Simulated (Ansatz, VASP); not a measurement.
## Hf3C2 in VASP and in Ansatz

```
Hf C
1.0
     1.61278    0.93114    7.78595
    -1.61278    0.93114    7.78595
     0.00000   -1.86228    7.78595
Hf C
3 2
Direct
  0.77898 0.77898 0.77898
  0.22102 0.22102 0.22102
  0.00000 0.00000 0.00000
  0.61113 0.61113 0.61113
  0.38887 0.38887 0.38887
```

Alike in both runs: task single point; functional PBEsol; k mesh 6 × 6 × 6; occupations gaussian, width 0.1 eV; no spin polarisation.

|  | VASP | Ansatz |
| --- | --- | --- |
| version | VASP 6.6.1 | Ansatz 0.2.0 |
| potentials or method | VASP PAW PBE potentials, release 64 (Hf_pv, C) | scalar-relativistic, plane waves, PAW |
| plane-wave cutoff (eV) | 520 | 420 |
| valence electrons in the cell | 38 | 86 |

Ansatz gave:

| Quantity | Value |
| --- | --- |
| gap on the k mesh at the Fermi level (eV) | none |
| pressure (GPa) | 4.2 |
| largest component of the traceless stress (GPa) | 1.26 |
| rms of the force components (eV/Å) | 0.785 |

Q: Estimate VASP's values.

A: gap on the k mesh at the Fermi level (eV): none; pressure (GPa): 3.9; largest component of the traceless stress (GPa): 1.22; rms of the force components (eV/Å): 0.802.

Atom by atom the forces differ by 0.019 eV/Å (rms over components). A gap of «none» marks a metal or a gap that the smearing closes. The two sets of potentials don't hold the same shells in valence.

Caveats: the k mesh is coarse (spacing up to 0.38 Å⁻¹), so the values aren't converged; the PAW data sets were made with another functional, which shifts forces and pressure a little (VASP). The runs have no spin-orbit coupling, so splittings on Hf are missing.
